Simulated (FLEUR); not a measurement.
# TePb (Fm-3m) in FLEUR: notebook

One crystal, TePb, is run at these levels: PBE; tasks: band structure, equation of state.

All numbers are computed with FLEUR MaX-R8.1 (later development tree); they aren't measurements. Logs are shortened: lines on timing, memory, paths and dates and some standing lists are left out, and cuts for length are marked.

**What was measured.**

A printed reference work, monograph reports, for a bulk crystal of TePb at 4.2 K: band gap 0.19 eV (direct).

The results are compared with them further down.

**1. The structure**

Symmetry: Fm-3m, No. 225, cubic system. Conventional cell: a = 6.462 Å, b = 6.462 Å, c = 6.462 Å, α = 90.00°, β = 90.00°, γ = 90.00°. Pb (site symmetry m-3m) is surrounded by 6 Te at 3.23 Å. Te (site symmetry m-3m) is surrounded by 6 Pb at 3.23 Å.

**2. Band structure, PBE**

inp.xml

```xml
<?xml version="1.0" encoding="UTF-8" standalone="no"?>
<fleurInput fleurInputVersion="0.39">
   <comment>
      TePb                                                                                                
   </comment>
   <calculationSetup>
      <cutoffs Kmax="5.0" Gmax="25.0" GmaxXC="25.0" numbands="0"/>
      <scfLoop itmax="60" minDistance="0.00001" maxIterBroyd="15" imix="Anderson" alpha="0.05" precondParam="0.0" spinf="2.0" sdNocoIR="T"/>
      <coreElectrons ctail="T" frcor="F" kcrel="0" coretail_lmax="0"/>
      <xcFunctional name="pbe" relativisticCorrections="F"/>
      <magnetism jspins="1"/>
      <soc l_soc="F" theta="0.0" phi="0.0" spav="F"/>
      <expertModes spex="0" secvar="F"/>
      <geometryOptimization l_f="F" forcealpha="1.0" forcemix="BFGS" epsdisp="0.00001" epsforce="0.00001"/>
      <ldaU l_linMix="F" mixParam="0.05" spinf="1.0"/>
   </calculationSetup>
   <cell>
      <bzIntegration valenceElectrons="42.0" mode="hist" fermiSmearingEnergy="0.00183747">
         <kPointListSelection listName="default-1"/>
         <!-- k-points included here -->
         <xi:include xmlns:xi="http://www.w3.org/2001/XInclude" href="kpts.xml"> </xi:include>
      </bzIntegration>
      <!-- symmetry operations included here -->
      <xi:include xmlns:xi="http://www.w3.org/2001/XInclude" href="sym.xml"> </xi:include>
      <bulkLattice scale="1.0">
         <bravaisMatrix>
[... 31 lines left out ...]
         </electronConfig>
         <energyParameters s="5" p="5" d="5" f="4"/>
         <lo type="SCLO" l="1" n="4" eDeriv="0"/>
         <lo type="SCLO" l="1" n="4" eDeriv="1"/>
         <lo type="SCLO" l="2" n="4" eDeriv="0"/>
         <lo type="SCLO" l="2" n="4" eDeriv="1"/>
         <lo type="SCLO" l="0" n="5" eDeriv="2"/>
         <lo type="SCLO" l="3" n="4" eDeriv="2"/>
      </species>
   </atomSpecies>
   <atomGroups>
      <atomGroup species="Lead (Pb)">
         <relPos label="                   1">.0000000000 .0000000000 .0000000000</relPos>
         <force calculate="T" relaxXYZ="TTT"/>
      </atomGroup>
      <atomGroup species="Tellurium (Te)">
         <relPos label="                   2">1.000/2.000 1.000/2.000 1.000/2.000</relPos>
         <force calculate="T" relaxXYZ="TTT"/>
      </atomGroup>
   </atomGroups>
   <output dos="F" band="F" slice="F">
      <checks vchk="F" cdinf="F"/>
      <bandDOS minEnergy="-.5*Htr" maxEnergy="0.5*Htr" sigma="0.015" storeEVData="T"/>
      <vacuumDOS vacdos="F" integ="F" star="F" nstars="0" locx1="0.0" locy1="0.0" locx2="0.0" locy2="0.0" nstm="0" tworkf="0.0"/>
      <unfoldingBand unfoldBand="F" supercellX="1" supercellY="1" supercellZ="1"/>
      <plotting iplot="0" polar="F">
         <plot TwoD="T" vec1="  1.0  0.0  0.0" vec2="  0.0  1.0  0.0" vec3="  0.0  0.0  1.0" zero="  0.0  0.0  0.0" file="plot"/>
      </plotting>
      <chargeDensitySlicing numkpt="0" minEigenval="0.0" maxEigenval="0.0" nnne="0" pallst="F"/>
      <specialOutput eonly="F"/>
      <moessbauerParams electricFieldGradient="T" isomerShift="T" coreHyperfine="T" valenceHyperfine="T"/>
      <magneticCircularDichroism mcd="F" energyLo="-10.0" energyUp="0.0"/>
   </output>
  <!-- We include the file relax.xml here to enable relaxations (see documentation) -->
  <xi:include xmlns:xi="http://www.w3.org/2001/XInclude" href="relax.xml"> <xi:fallback/> </xi:include>
</fleurInput>
```

crystal.txt

```
TePb
&input cartesian=F /
0.0000000000  3.2310000000  3.2310000000
3.2310000000  0.0000000000  3.2310000000
3.2310000000  3.2310000000  0.0000000000
1.8897261246
1.0 1.0 1.0

2
82 0.0000000000  0.0000000000  0.0000000000
52 0.5000000000  0.5000000000  0.5000000000

&kpt div1=7 div2=7 div3=7 gamma=T /
```

inp.xml (bands)

```
<?xml version="1.0" encoding="UTF-8" standalone="no"?>
<fleurInput fleurInputVersion="0.39">
   <comment>
      TePb                                                                                                
   </comment>
   <calculationSetup>
      <cutoffs Kmax="5.0" Gmax="25.0" GmaxXC="25.0" numbands="0"/>
      <scfLoop itmax="60" minDistance="0.00001" maxIterBroyd="15" imix="Anderson" alpha="0.05" precondParam="0.0" spinf="2.0" sdNocoIR="T"/>
      <coreElectrons ctail="T" frcor="F" kcrel="0" coretail_lmax="0"/>
      <xcFunctional name="pbe" relativisticCorrections="F"/>
      <magnetism jspins="1"/>
      <soc l_soc="F" theta="0.0" phi="0.0" spav="F"/>
      <expertModes spex="0" secvar="F"/>
      <geometryOptimization l_f="F" forcealpha="1.0" forcemix="BFGS" epsdisp="0.00001" epsforce="0.00001"/>
      <ldaU l_linMix="F" mixParam="0.05" spinf="1.0"/>
   </calculationSetup>
   <cell>
      <bzIntegration valenceElectrons="42.0" mode="hist" fermiSmearingEnergy="0.00183747">
         <kPointListSelection listName="path-1"/>
         <!-- k-points included here -->
         <xi:include xmlns:xi="http://www.w3.org/2001/XInclude" href="kpts.xml"> </xi:include>
      </bzIntegration>
      <!-- symmetry operations included here -->
      <xi:include xmlns:xi="http://www.w3.org/2001/XInclude" href="sym.xml"> </xi:include>
      <bulkLattice scale="1.0">
[... 32 lines left out ...]
         </electronConfig>
         <energyParameters s="5" p="5" d="5" f="4"/>
         <lo type="SCLO" l="1" n="4" eDeriv="0"/>
         <lo type="SCLO" l="1" n="4" eDeriv="1"/>
         <lo type="SCLO" l="2" n="4" eDeriv="0"/>
         <lo type="SCLO" l="2" n="4" eDeriv="1"/>
         <lo type="SCLO" l="0" n="5" eDeriv="2"/>
         <lo type="SCLO" l="3" n="4" eDeriv="2"/>
      </species>
   </atomSpecies>
   <atomGroups>
      <atomGroup species="Lead (Pb)">
         <relPos label="                   1">.0000000000 .0000000000 .0000000000</relPos>
         <force calculate="T" relaxXYZ="TTT"/>
      </atomGroup>
      <atomGroup species="Tellurium (Te)">
         <relPos label="                   2">1.000/2.000 1.000/2.000 1.000/2.000</relPos>
         <force calculate="T" relaxXYZ="TTT"/>
      </atomGroup>
   </atomGroups>
   <output dos="F" band="T" slice="F">
      <checks vchk="F" cdinf="F"/>
      <bandDOS minEnergy="-.5*Htr" maxEnergy="0.5*Htr" sigma="0.015" storeEVData="T"/>
      <vacuumDOS vacdos="F" integ="F" star="F" nstars="0" locx1="0.0" locy1="0.0" locx2="0.0" locy2="0.0" nstm="0" tworkf="0.0"/>
      <unfoldingBand unfoldBand="F" supercellX="1" supercellY="1" supercellZ="1"/>
      <plotting iplot="0" polar="F">
         <plot TwoD="T" vec1="  1.0  0.0  0.0" vec2="  0.0  1.0  0.0" vec3="  0.0  0.0  1.0" zero="  0.0  0.0  0.0" file="plot"/>
      </plotting>
      <chargeDensitySlicing numkpt="0" minEigenval="0.0" maxEigenval="0.0" nnne="0" pallst="F"/>
      <specialOutput eonly="F"/>
      <moessbauerParams electricFieldGradient="T" isomerShift="T" coreHyperfine="T" valenceHyperfine="T"/>
      <magneticCircularDichroism mcd="F" energyLo="-10.0" energyUp="0.0"/>
   </output>
  <!-- We include the file relax.xml here to enable relaxations (see documentation) -->
  <xi:include xmlns:xi="http://www.w3.org/2001/XInclude" href="relax.xml"> <xi:fallback/> </xi:include>
</fleurInput>
```

Potentials or basis: all-electron, FLAPW.

On the command line:

```bash
$ inpgen -f crystal.txt -profile precise
$ # inp.xml edited to the form shown
$ fleur_MPI
$ fleur_MPI   # second run, on inp.xml (bands)
```

Output:

```text
Welcome to FLEUR        (www.flapw.de)
      MaX-Release 8.1          (www.max-centre.eu)

 ========== k-point set info ==========
 Selected k-point list: default-1
 k-point list type: mesh
 7 x 7 x 7
 Number of k points: 20

 ------------Calculation Setup---------------------------
 Number of MPI-tasks      :            1
 Number of PE/node        :            1
 Number of OMP-threads    :            1
 Most efficient MPI parallelization for:
           1           2           4           5          10          20
 Additional eigenvalue parallelization possible
 Number of basis functions:         1059
 Approximate size of matrices (H+S) per k-point:         0.017 GB
 --------------------------------------------------------
 Iteration:     1   Distance:       8.28037296 me/bohr^3
 Iteration:     2   Distance:       7.75319476 me/bohr^3
 Iteration:     3   Distance:       3.22638046 me/bohr^3
 Iteration:     4   Distance:       0.95528713 me/bohr^3
 Iteration:     5   Distance:       0.66753835 me/bohr^3
 Iteration:     6   Distance:       0.07120725 me/bohr^3
 Iteration:     7   Distance:       0.05847660 me/bohr^3
 Iteration:     8   Distance:       0.01517329 me/bohr^3
 Iteration:     9   Distance:       0.00140469 me/bohr^3
 Iteration:    10   Distance:       0.00099613 me/bohr^3
 Iteration:    11   Distance:       0.00035948 me/bohr^3
 Iteration:    12   Distance:       0.00006892 me/bohr^3
 Iteration:    13   Distance:       0.00005599 me/bohr^3
 Iteration:    14   Distance:       0.00001123 me/bohr^3
 Iteration:    15   Distance:       0.00000107 me/bohr^3

 ********************************************************************
 Run finished successfully
 Stop message:
   all done
 ********************************************************************
```

output (bands):

```text
Welcome to FLEUR        (www.flapw.de)
      MaX-Release 8.1          (www.max-centre.eu)

 ========== k-point set info ==========
 Selected k-point list: path-1
 k-point list type: path
 Number of k points: 60

 ------------Calculation Setup---------------------------
 Number of MPI-tasks      :            1
 Number of PE/node        :            1
 Number of OMP-threads    :            1
 Most efficient MPI parallelization for:
           1           2           3           4           5           6          10          12          15          20          30          60
 Additional eigenvalue parallelization possible
 Number of basis functions:         1066
 Approximate size of matrices (H+S) per k-point:         0.017 GB
 --------------------------------------------------------
 Fermi energy correction for insulators:
 No automatic correction of the Fermi energy has been performed.

 Note: Band structure data (together with different weights) is also stored in the banddos.hdf file.
       A convenient way of extracting and plotting the data from that file is by making use of the

 ********************************************************************
 Run finished successfully
 Stop message:
   Charge density postprocessing done.
 ********************************************************************
```

out.xml (last iteration):

```text
<iteration numberForCurrentRun="   15" overallNumber="   15">
         <energyParameters units="Htr">
            <atomicEP atomType="1" spin="1" branch="6s" branchLowest="-4.88" branchHighest="0.56" value="-0.0630619963"/>
            <atomicEP atomType="1" spin="1" branch="6p" branchLowest="-2.73" branchHighest="1.40" value="0.2207559771"/>
            <atomicEP atomType="1" spin="1" branch="5d" branchLowest="-14.33" branchHighest="-0.30" value="-0.3317970226"/>
            <atomicEP atomType="1" spin="1" branch="5f" branchLowest="-4.47" branchHighest="1.86" value="0.5606821302"/>
            <loAtomicEP atomType="1" spin="1" branch="5p" branchLowest="-23.26" branchHighest="-2.73" value="-2.8005032186"/>
            <loAtomicEP atomType="1" spin="1" branch="5p" branchLowest="-23.26" branchHighest="-2.73" value="-2.8005032186"/>
            <loAtomicEP atomType="1" spin="1" branch="6s" branchLowest="-4.88" branchHighest="0.56" value="-0.0630619963"/>
            <loAtomicEP atomType="1" spin="1" branch="5d" branchLowest="-14.33" branchHighest="-0.30" value="-0.3633356619"/>
            <loAtomicEP atomType="1" spin="1" branch="5f" branchLowest="-4.47" branchHighest="1.86" value="0.5606688849"/>
            <atomicEP atomType="2" spin="1" branch="5s" branchLowest="-5.59" branchHighest="0.33" value="-0.1468465079"/>
            <atomicEP atomType="2" spin="1" branch="5p" branchLowest="-3.75" branchHighest="0.95" value="0.1508774403"/>
            <atomicEP atomType="2" spin="1" branch="5d" branchLowest="-1.07" branchHighest="2.05" value="0.3975307800"/>
            <atomicEP atomType="2" spin="1" branch="4f" branchLowest="-9.99" branchHighest="1.56" value="0.5557326973"/>
            <loAtomicEP atomType="2" spin="1" branch="4p" branchLowest="-29.06" branchHighest="-3.75" value="-3.7631594588"/>
            <loAtomicEP atomType="2" spin="1" branch="4p" branchLowest="-29.06" branchHighest="-3.75" value="-3.7631594588"/>
            <loAtomicEP atomType="2" spin="1" branch="4d" branchLowest="-20.11" branchHighest="-1.07" value="-1.0783537938"/>
            <loAtomicEP atomType="2" spin="1" branch="4d" branchLowest="-20.11" branchHighest="-1.07" value="-1.0783537938"/>
            <loAtomicEP atomType="2" spin="1" branch="5s" branchLowest="-5.59" branchHighest="0.33" value="-0.1468465079"/>
            <loAtomicEP atomType="2" spin="1" branch="4f" branchLowest="-9.99" branchHighest="1.56" value="0.5557327856"/>
         </energyParameters>
         <eigenvalues>
            <eigenvaluesAt spin="1" ikpt="1" k_x="0.00000000" k_y="0.00000000" k_z="0.00000000">
                      -3.7516055571       -3.7516055571       -3.7516055571       -2.7355578414       -2.7355578414
                      -2.7355578414       -1.0816056114       -1.0816056114       -1.0814064125       -1.0814064125
                      -1.0814064125       -0.3672383296       -0.3672383296       -0.3669279027       -0.3669279027
                      -0.3669279027       -0.1943838136        0.0418661226        0.1979002012        0.1979002012
[... 85 lines left out ...]
               <shell n="4" l="0" isomerShift="22673.62487"/>
               <shell n="3" l="2" isomerShift="0.00328"/>
               <shell n="4" l="1" isomerShift="1997.28380"/>
               <shell n="4" l="2" isomerShift="0.00091"/>
               <shell n="4" l="3" isomerShift="0.00000"/>
               <shell n="5" l="0" isomerShift="4846.89039"/>
            </coreIsomerShift>
            <coreIsomerShift atomType="2" isTotal="232178.36869">
               <shell n="1" l="0" isomerShift="201660.30759"/>
               <shell n="2" l="0" isomerShift="24008.80908"/>
               <shell n="2" l="1" isomerShift="632.51201"/>
               <shell n="3" l="0" isomerShift="4745.13065"/>
               <shell n="3" l="1" isomerShift="135.56107"/>
               <shell n="4" l="0" isomerShift="996.04826"/>
               <shell n="3" l="2" isomerShift="0.00003"/>
            </coreIsomerShift>
            <isomerShift atomType="1" nucleusRadius="0.0001398" averageDensity="2991347.76791"/>
            <isomerShift atomType="2" nucleusRadius="0.0001189" averageDensity="232295.30933"/>
            <electricFieldGradient atomType="1" VXX="0.00000" VYY="0.00000" VZZ="0.00000" asymParam="0.00000">
            </electricFieldGradient>
            <electricFieldGradient atomType="2" VXX="0.00000" VYY="0.00000" VZZ="0.00000" asymParam="0.00000">
            </electricFieldGradient>
         </moessbauerParams>
         <totalEnergy                                    value="   -27725.1462928841" units="Htr">
            <sumOfEigenvalues                            value="   -17068.7670106466">
               <coreElectrons value="-17016.0423073095"/>
               <valenceElectrons value="-52.7247033371"/>
            </sumOfEigenvalues>
            <densityCoulombPotentialIntegral value="-47881.1037247762"/>
            <densityEffectivePotentialIntegral value="-48621.9184754839"/>
            <chargeDenXCDenIntegral value="-566.4784249973"/>
            <FockExchangeEnergyValence value="0.0000000000"/>
            <FockExchangeEnergyCore value="0.0000000000"/>
            <atomTypeDependentContributions atomType="1">
               <electronNucleiInteractionDifferentMTs value="26464.3675400106"/>
               <MadelungTerm value="-40.5320032330"/>
            </atomTypeDependentContributions>
            <atomTypeDependentContributions atomType="2">
               <electronNucleiInteractionDifferentMTs value="8241.7059926447"/>
               <MadelungTerm value="-24.6619344478"/>
            </atomTypeDependentContributions>
            <tkbTimesEntropy value="0.0000000000"/>
            <freeEnergy value="-27725.1462928841"/>
            <extrapolationTo0K value="-27725.1462928841"/>
         </totalEnergy>
         <densityConvergence units="me/bohr^3">
            <chargeDensity spin="1" distance="0.0000010690"/>
         </densityConvergence>
      </iteration>
```

Wall time 3.3 min (1 thread of Arm Neoverse V1, shared host); peak memory 0.18 GiB.

What came out:

- Free energy: -754439.6645 eV
- Band gap along the path: 0.73 eV, direct
- Valence electrons inside the program's atomic spheres: Pb 17.93; Te 20.15 (radii Pb 2.66, Te 2.66 bohr)

Levels at the corners of the path, in eV from the Fermi level:
```csv
point,band 19,band 20,band 21,band 22,band 23,band 24
Γ,-1.25,-1.25,-1.25,4.19,4.19,4.19
X,-4.40,-2.70,-2.70,3.40,5.58,5.58
W,-3.68,-3.68,-0.26,1.78,5.33,5.33
K,-4.01,-2.20,-1.98,3.68,3.89,5.24
Γ,-1.25,-1.25,-1.25,4.19,4.19,4.19
L,-0.79,-0.79,0.10,0.84,1.38,1.38
U,-4.01,-2.20,-1.98,3.68,3.89,5.24
W,-3.68,-3.68,-0.26,1.78,5.33,5.33
L,-0.79,-0.79,0.10,0.84,1.38,1.38
K,-4.01,-2.20,-1.98,3.68,3.89,5.24
U,-4.01,-2.20,-1.98,3.68,3.89,5.24
X,-4.40,-2.70,-2.70,3.40,5.58,5.58
```

Core levels (eV from the Fermi level):
| atom | levels |
| --- | --- |
| 1 Pb | 1s1/2 -87978.6, 2s1/2 -15718.7, 2p1/2 -15092.8, 2p3/2 -12902.7, 3s1/2 -3769.7, 3p1/2 -3487.7, 3p3/2 -2999.1, 4s1/2 -850.2, 3d3/2 -2536.6, 3d5/2 -2432.6, 4p1/2 -728.3, 4p3/2 -608.7, 4d3/2 -410.3, 4d5/2 -387.9, 4f5/2 -131.1, 4f7/2 -126.1, 5s1/2 -139.4 |
| 2 Te | 1s1/2 -31602.0, 2s1/2 -4840.1, 2p1/2 -4534.3, 2p3/2 -4259.8, 3s1/2 -958.8, 3p1/2 -833.2, 3p3/2 -782.0, 4s1/2 -158.7, 3d3/2 -560.4, 3d5/2 -549.7 |

Caveat: this odd mesh misses L, where the gap lies, so gap, dielectric constants and Born charges aren't listed; spin-orbit coupling is left out, which moves the levels of the heavy elements.

**3. Equation of state, PBE, 31.71 Å³/atom (volume scaled by 0.94)**

Changes to inp.xml since step 2:

```diff
@@ -24,3 +24,3 @@
       <xi:include xmlns:xi="http://www.w3.org/2001/XInclude" href="sym.xml"> </xi:include>
-      <bulkLattice scale="1.0">
+      <bulkLattice scale="0.9795861087">
          <bravaisMatrix>
```

Potentials or basis: all-electron, FLAPW.

On the command line:

```bash
$ inpgen -f crystal.txt -profile precise
$ # inp.xml edited to the form shown
$ fleur_MPI
```

Run time: 2.4 min. Hardware: 1 thread of Arm Neoverse V1, shared host; peak memory 0.18 GiB.

Results (log left out):

```yaml
Free_energy: -754439.5698 eV
Valence_electrons_inside_the_program's_atomic_spheres: Pb 17.98; Te 20.18 (radii Pb 2.66, Te 2.66 bohr)
```

Caveat: this odd mesh misses L, where the gap lies, so gap, dielectric constants and Born charges aren't listed.

**4. Equation of state, PBE, 32.38 Å³/atom (volume scaled by 0.96)**

Changes to inp.xml since step 3:

```diff
@@ -24,3 +24,3 @@
       <xi:include xmlns:xi="http://www.w3.org/2001/XInclude" href="sym.xml"> </xi:include>
-      <bulkLattice scale="0.9795861087">
+      <bulkLattice scale="0.9864848297">
          <bravaisMatrix>
```

On the command line:

```bash
$ inpgen -f crystal.txt -profile precise
$ # inp.xml edited to the form shown
$ fleur_MPI
```

It took 2.5 min on 1 thread of Arm Neoverse V1, shared host; peak memory 0.18 GiB.

The run converged. Its results:

```
Free energy                                           : -754439.6110 eV
Valence electrons inside the program's atomic spheres : Pb 17.96; Te 20.17 (radii Pb 2.66, Te 2.66 bohr)
```

Caveat: this odd mesh misses L, where the gap lies, so gap, dielectric constants and Born charges aren't listed.

**5. Equation of state, PBE, 33.73 Å³/atom**

Changes to inp.xml since step 4:

```diff
@@ -24,3 +24,3 @@
       <xi:include xmlns:xi="http://www.w3.org/2001/XInclude" href="sym.xml"> </xi:include>
-      <bulkLattice scale="0.9864848297">
+      <bulkLattice scale="1.0000000000">
          <bravaisMatrix>
```

On the command line:

```bash
$ inpgen -f crystal.txt -profile precise
$ # inp.xml edited to the form shown
$ fleur_MPI
```

Wall time 2.9 min (1 thread of Arm Neoverse V1, shared host); peak memory 0.18 GiB.

The run converged. Its results:

```yaml
Free_energy: -754439.6645 eV
Valence_electrons_inside_the_program's_atomic_spheres: Pb 17.93; Te 20.15 (radii Pb 2.66, Te 2.66 bohr)
```

Caveat: this odd mesh misses L, where the gap lies, so gap, dielectric constants and Born charges aren't listed.

[end of part 1 of 2]
